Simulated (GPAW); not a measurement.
Runs of GPAW 26.7.0 on SnTe. Symmetry: Fm-3m, No. 225, cubic system. Conventional cell: a = 6.302 Å, b = 6.302 Å, c = 6.302 Å, α = 90.00°, β = 90.00°, γ = 90.00°. Around Te (site symmetry m-3m) lie 6 Sn at 3.15 Å. Sn (site symmetry m-3m) has 6 Te at 3.15 Å as nearest neighbours. 

| task | level | potentials or basis | spin | k mesh | cutoff (eV) | smearing | eigensolver | maxiter | band path | band points | spin axis theta (degrees) | mesh quality | gap on the mesh (eV) | pressure (GPa) | V0 of scaled cells (Å³/atom) | B0 (GPa) |
| --- | --- | --- | --- | --- | --- | --- | --- | --- | --- | --- | --- | --- | --- | --- | --- | --- |
| equation of state | BLYP+D3(BJ) | PAW data sets generated in the run's folder for this functional, pw | off | 6 × 6 × 6 | 600 | fermi-dirac 0.05 eV | davidson | 150 | - | - | - | not flagged | - | - | 31.88 | 42 |
| single point | BHandHLYP | GPAW PAW data sets (gpaw-data 1.2.1), pw | off | 4 × 4 × 4 | 450 | fermi-dirac 0.05 eV | - | 60 | - | - | - | coarse | 1.81 | - | - | - |
| equation of state | SOGGA | PAW data sets generated in the run's folder for this functional, pw | off | 6 × 6 × 6 | 600 | fermi-dirac 0.05 eV | - | 150 | - | - | - | not flagged | - | - | 30.84 | 48 |
| band structure | vdW-DF | GPAW PAW data sets (gpaw-data 1.2.1), pw | SOC, no magnetisation | 6 × 6 × 6 | 600 | fermi-dirac 0.05 eV | - | 150 | GXWKGLUWLK,UX | 60 | 90 | not flagged | 0.21 | - | - | - |
| band structure | mBEEF | GPAW PAW data sets (gpaw-data 1.2.1), pw | SOC, no magnetisation | 6 × 6 × 6 | 600 | fermi-dirac 0.05 eV | - | 150 | GXWKGLUWLK,UX | 80 | 0 | not flagged | 0.36 | 0.4 | - | - |
| equation of state | LDA | the program's PAW data sets (release 1.2.1) made for this functional, other valence, pw | off | 6 × 6 × 6 | 600 | fermi-dirac 0.05 eV | - | 150 | - | - | - | not flagged | - | - | (b) | (a) |
| single point | PBEsol | PAW data sets generated in the run's folder for this functional, pw | off | 6 × 6 × 6 | 450 | fermi-dirac 0.05 eV | - | 120 | - | - | - | not flagged | 0.15 | -1.4 | - | - |
| single point | YS-PBE0 | GPAW PAW data sets (gpaw-data 1.2.1), pw | off | 4 × 4 × 4 | 450 | fermi-dirac 0.05 eV | - | 60 | - | - | - | coarse | 0.31 | - | - | - |

Alike in all rows: cell as given.

**Question.** Estimate the missing entries.

**Answer.** (a) 53; (b) 29.85.

Caveats: some runs use coarse meshes; the PAW data sets were made with another functional, which shifts forces and pressure a little (some runs); spin-orbit coupling is left out, which moves the levels of the heavy elements (some runs); exact exchange converges slowly with the k mesh, and this mesh is small (some runs); spin-orbit coupling was added after a scalar SCF, so levels and gaps hold it while energy, forces, pressure and moments don't (some runs); this program's spin-orbit splittings come out too wide for heavy elements (some runs); the mesh misses the band edges, which the band path finds closer together (some runs); the cutoff is short for stress and forces, so pressures can be off by a GPa or more (some runs).

A k mesh can miss the band edges, and rows without SOC leave out spin-orbit coupling on Sn, Te.

Runs at the PBE level aren't shown here.
